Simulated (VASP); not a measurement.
Input of a VASP 6.6.1 run:

File INCAR:

```
SYSTEM = CdO
PREC = Accurate ; ENCUT = 600
EDIFF = 1E-7 ; ISMEAR = 0
SIGMA = 0.03 ; LREAL = .FALSE.
LASPH = .TRUE. ; NELM = 80
ALGO = Normal ; ISIF = 3
LWAVE = .FALSE. ; LCHARG = .FALSE.
GGA = PS ; IBRION = 2
NSW = 90 ; EDIFFG = -0.005
```

The input KPOINTS:

```
regular mesh
0
G
  12 12 12
  0 0 0
```

POSCAR

```
CdO                                     
1.0
    0.0000000000      2.3523961160      2.3523961160
    2.3523961160      0.0000000000      2.3523961160
    2.3523961160      2.3523961160      0.0000000000
  Cd              O             
     1     1
Direct
     0.0000000000000000    0.0000000000000000    0.0000000000000000
     0.5000000000000000    0.5000000000000000    0.5000000000000000
```

Potentials or basis: VASP PAW PBE potentials, release 64 (Cd, O).

Launch:

```sh
$ cat potpaw_PBE.64/Cd/POTCAR potpaw_PBE.64/O/POTCAR > POTCAR
$ mpirun -np 1 vasp_std > vasp.out
```

Question: Estimate the band gap on the k mesh.

Answer: None (metal or under the smearing width).

Final structure:
```
Cd O
1.0
     0.00000    2.35240    2.35240
     2.35240    0.00000    2.35240
     2.35240    2.35240    0.00000
Cd O
1 1
Direct
  0.00000 0.00000 0.00000
  0.50000 0.50000 0.50000
```

Caveat: the relaxation stopped at its first step, so nothing moved; this crystal is a semiconductor, whose small gap the functional closes, so the metal is an error of the method.
